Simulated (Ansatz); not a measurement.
# Electron scattering at the Σ5 (210) boundary in fcc Ni, part 2 of 2

Wanted: what the Σ5 (210) boundary in fcc Ni costs an interconnect.

Ansatz 0.2.0; Ansatz plane-wave DFT, PBE, PAW files, collinear spin; relaxation of a bicrystal slab with its lowest layers held; PAW set soft_1 (the session's first sound run).

So far. Step 3 (Transmission across the boundary): Nearest the Fermi level spin up passes 1.66 of 1.82 channels of the lower lead and spin down 2.66 of 4.78. Step 4 (Specific resistance): Averaged over the energies near the Fermi level, 64.8 % of the channels pass, which makes 0.137 fΩ m².

## (5) Single-crystal slab for reference

The free faces cost energy too. A single-crystal slab with the same faces and held layers is relaxed, so that they cancel.

This step: Ansatz plane-wave DFT, PBE, PAW files, collinear spin; relaxation of a single-crystal slab with its lowest layers held; PAW set soft_1 (Ansatz 0.2.0).

System of this step: Ni slab, plane (2, 1, 0). The cell holds 24 atoms: 24 Ni. Its edges and angles: a = 4.316 Å, b = 3.524 Å, c = 29.124 Å, α = 90.0°, β = 90.0°, γ = 65.9°. It derives from Ni. Vacuum lies along c.

input.yaml

```yaml
crystal:
  lattice:
    - [4.3160009268, 0.0, 0.0]
    - [1.4386669756, 3.2169571544, 0.0]
    - [0.0, 0.0, 29.1237781719]
  atoms:
    - { symbol: Ni, position: [0.2, 0.8999999999, 0.171681022], spin: 1.0 }
    - { symbol: Ni, position: [0.8, 0.5999999999, 0.1987376199], spin: 1.0 }
    - { symbol: Ni, position: [0.4, 0.2999999999, 0.2257942178], spin: 1.0 }
    - { symbol: Ni, position: [0.0, 0.9999999999, 0.2528508157], spin: 1.0 }
    - { symbol: Ni, position: [0.6, 0.6999999999, 0.2799074136], spin: 1.0 }
    - { symbol: Ni, position: [0.2, 0.3999999999, 0.3069640115], spin: 1.0 }
    - { symbol: Ni, position: [0.8, 0.0999999999, 0.3340206094], spin: 1.0 }
    - { symbol: Ni, position: [0.4, 0.7999999999, 0.3610772073], spin: 1.0 }
    - { symbol: Ni, position: [0.0, 0.4999999999, 0.3881338052], spin: 1.0 }
    - { symbol: Ni, position: [0.6, 0.1999999999, 0.4151904031], spin: 1.0 }
    - { symbol: Ni, position: [0.2, 0.8999999999, 0.442247001], spin: 1.0 }
    - { symbol: Ni, position: [0.8, 0.5999999999, 0.4693035989], spin: 1.0 }
    - { symbol: Ni, position: [0.4, 0.2999999999, 0.4963601968], spin: 1.0 }
    - { symbol: Ni, position: [0.0, 0.9999999999, 0.5234167947], spin: 1.0 }
    - { symbol: Ni, position: [0.6, 0.6999999999, 0.5504733926], spin: 1.0 }
    - { symbol: Ni, position: [0.2, 0.4, 0.5775299905], spin: 1.0 }
    - { symbol: Ni, position: [0.8, 0.1, 0.6045865883], spin: 1.0 }
    - { symbol: Ni, position: [0.4, 0.8, 0.6316431862], spin: 1.0 }
    - { symbol: Ni, position: [0.0, 0.5, 0.6586997841], spin: 1.0 }
    - { symbol: Ni, position: [0.6, 0.2, 0.685756382], spin: 1.0 }
    - { symbol: Ni, position: [0.2, 0.9, 0.7128129799], spin: 1.0 }
    - { symbol: Ni, position: [0.8, 0.6, 0.7398695778], spin: 1.0 }
    - { symbol: Ni, position: [0.4, 0.3, 0.7669261757], spin: 1.0 }
    - { symbol: Ni, position: [0.0, 0.0, 0.7939827736], spin: 1.0 }
magnetization:
  spin_polarized: true
kpoints:
  mp_grid: { grid: [7, 7, 1] }
hamiltonian:
  xc: pbe
  pseudopotentials: { kind: paw, azcp: { folder: soft_1 } }
scf:
  occupations: { method: fermi_dirac, width: 0.1 }
relax:
  f_tol: 0.03
  max_steps: 80
  constraints: [{ sites: [0, 1, 2, 3] }]
```

The run is started by

```sh
$ ansatz run input.yaml --threads 4 --pin off --max-ram 15360MiB --backend cpu --events-out ev --progress --plain --runs-dir out
```

Elapsed: 9.8 min, on 4 threads of Intel Xeon 6975P-C (Granite Rapids), shared host; peak memory 3.9 GiB.

The steps of the relaxation:

| step | energy less that of the first step (eV) | largest force component (eV/Å) |
| --- | --- | --- |
| 1 | 0.0000 | 0.8011 |
| 2 | -0.0401 | 0.4955 |
| 3 | -0.0641 | 0.0713 |
| 4 | -0.0644 | 0.0417 |
| 5 | -0.0647 | 0.0028 |

The atoms that moved most (Å):

| atom | dx | dy | dz | length |
| --- | --- | --- | --- | --- |
| Ni24 | -0.003 | 0.002 | -0.156 | 0.156 |
| Ni23 | -0.015 | 0.007 | -0.056 | 0.059 |
| Ni21 | 0.000 | 0.000 | -0.034 | 0.034 |
| Ni20 | 0.004 | -0.002 | -0.033 | 0.034 |
| Ni22 | -0.028 | 0.012 | 0.009 | 0.032 |
| Ni18 | -0.006 | 0.003 | -0.023 | 0.023 |
| Ni19 | -0.005 | 0.002 | -0.022 | 0.023 |
| Ni17 | -0.004 | 0.002 | -0.022 | 0.022 |

The relaxed structure:

```xyz
24
Lattice="4.3160 0.0000 0.0000 1.4387 3.2170 0.0000 0.0000 0.0000 29.1238" Properties=species:S:1:pos:R:3
Ni    2.1580    2.8953    5.0000
Ni    4.3160    1.9302    5.7880
Ni    2.1580    0.9651    6.5760
Ni    1.4387    3.2170    7.3640
Ni    3.5918    2.2540    8.1486
Ni    1.4380    1.2871    8.9386
Ni    3.5993    0.3205    9.7180
Ni    2.8791    2.5728   10.5082
Ni    0.7203    1.6080   11.2962
Ni    2.8783    0.6429   12.0815
Ni    2.1585    2.8950   12.8671
Ni    4.3155    1.9304   13.6530
Ni    2.1562    0.9659   14.4415
Ni    1.4362    3.2181   15.2272
Ni    3.5937    2.2532   16.0112
Ni    1.4349    1.2885   16.8000
Ni    3.5923    0.3237   17.5860
Ni    2.8717    2.5761   18.3733
Ni    0.7148    1.6105   19.1618
Ni    2.8817    0.6414   19.9385
Ni    2.1581    2.8952   20.7261
Ni    4.2881    1.9427   21.5571
Ni    2.1429    0.9718   22.2796
Ni   -0.0034    0.0015   22.9677
```

Numbers from this step:

```yaml
free_energy: -140149.8120 eV
energy_at_zero_smearing: -140149.1407 eV
fermi_energy: 10.05 eV
magnetization: 15.50 μB
absolute_magnetization: 17.68 μB
```

The largest force component on a free atom ends at 0.0028 eV/Å, under the tolerance of 0.03, after 5 steps.

## (6) Bulk reference

The perfect crystal gives the energy per atom, for the atoms by which bicrystal and slab differ.

This step: Ansatz plane-wave DFT, PBE, PAW files, collinear spin; bulk reference; PAW set soft_1 (Ansatz 0.2.0).

System of this step: Ni. The structure is cubic, space group Fm-3m (No. 225). The conventional cell has a = 3.524 Å, b = 3.524 Å, c = 3.524 Å, α = 90.00°, β = 90.00°, γ = 90.00°. Nearest to Ni lie 12 Ni at 2.49 Å.

input.yaml, the sections that differ from step 5:

```yaml
crystal:
  lattice:
    - [0.0, 1.762, 1.762]
    - [1.762, 0.0, 1.762]
    - [1.762, 1.762, 0.0]
  atoms:
    - { symbol: Ni, position: [0.0, 0.0, 0.0], spin: 1.0 }
kpoints:
  mp_grid: { grid: [21, 21, 21] }
# magnetization, hamiltonian, scf: as in step 5
# relax: removed
```

Run time: 1.3 s. Hardware: 4 threads; peak memory 0.38 GiB; 4.2 s of CPU time.

Numbers from this step:

```
free energy             : -5839.7518 eV
energy at zero smearing : -5839.7248 eV
Fermi energy            : 17.82 eV
magnetization           : 0.6244 μB
absolute magnetization  : 0.7139 μB
site moments            : 0.6624 μB
```

The cell carries a net spin moment of 0.62 μB and an absolute one of 0.71 μB.

## (7) Boundary energy

This step: Ansatz plane-wave DFT, PBE, PAW files, collinear spin; bicrystal less single-crystal slab less bulk atoms, a boundary area; PAW set soft_1 (Ansatz 0.2.0).

This step gave:

* excess energy of the cell: 1.132 eV
* boundary energy: 1.307 J/m²

The boundary costs 1.3 J/m².

By hand: 1.13 eV / 13.88 Å² × 16.02 = 1.31 J/m².

## (8) What came out

```yaml
specific_resistance_of_the_boundary: 0.137 fΩ m²
share_of_channels_that_pass: 0.648
boundary_energy: 1.31 J/m²
```

In words: The boundary has a specific resistance of 0.14 fΩ m² and an energy of 1.3 J/m². The boundary reflects 35 % of the channels; 0.14 fΩ m² is 1.4×10⁻¹² Ω·cm². That equals the resistance of 1.9 nm of bulk Ni at 300 K (measured 7.2 µΩ cm, CRC Handbook of Chemistry and Physics, 84th ed., 2003, Electrical Resistivity of Pure Metals). In the relaxation the upper grain slid sideways by about 0.8 Å, so the result belongs to the position that it found, not to the starting one. One starting structure was relaxed; another shift or atom count at the boundary may lie lower. One magnetic start was tried, and the two spins conduct in parallel without mixing.

[Logs are printed without paths, hosts, clocks, repeated set-up lines and the standing remarks that a program may print on its own settings, such as how far it seeks lower states.]

[Hosts, paths, dates, database ids (printed as entryN), source tags and the programs' standing remarks are cut or masked in the printed files.]
